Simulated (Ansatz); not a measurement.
Crystal: As.

```
As
1.0
     1.88080    1.08588    3.51406
    -1.88080    1.08588    3.51406
     0.00000   -2.17176    3.51406
As
2
Direct
  0.22600 0.22600 0.22600
  0.77400 0.77400 0.77400
```

Base run:

* Program: Ansatz 0.2.0
* Functional: LDA
* Potentials or basis: Ansatz PAW
* Cutoff: 420 eV (not typed: the program's choice for these potentials)
* k mesh: 9 × 9 × 9
* Occupations: fermi-dirac, width 0.05 eV
* Spin: no spin polarisation

Its results: band gap on the k mesh none (metal or under the smearing width); pressure -1.4 GPa; largest force 0.261 eV/Å.

**Question.** After a change of settings the same cell gave: band gap on the k mesh none (metal or under the smearing width); pressure 3.7 GPa; largest force 0.429 eV/Å. Which change was it?
A. functional from LDA to PBE
B. functional from LDA to r2SCAN; cutoff from 420 eV (not typed: the program's choice for these potentials) to 500 eV (not typed: the program's choice for these potentials)
C. functional from LDA to PBEsol; k mesh from 9 × 9 × 9 to 8 × 8 × 8
D. functional from LDA to PBEsol; spin from no spin polarisation to spin-orbit coupling, no magnetisation; potential files from those of the base run to others of the same set

**Answer.** A.

PBE binds less tightly than LDA, so the same cell stands under more pressure.

Caveats: the PAW data sets come from PBE, with cores solved anew for the run's functional, which leaves a small shift of forces and pressure (some runs).
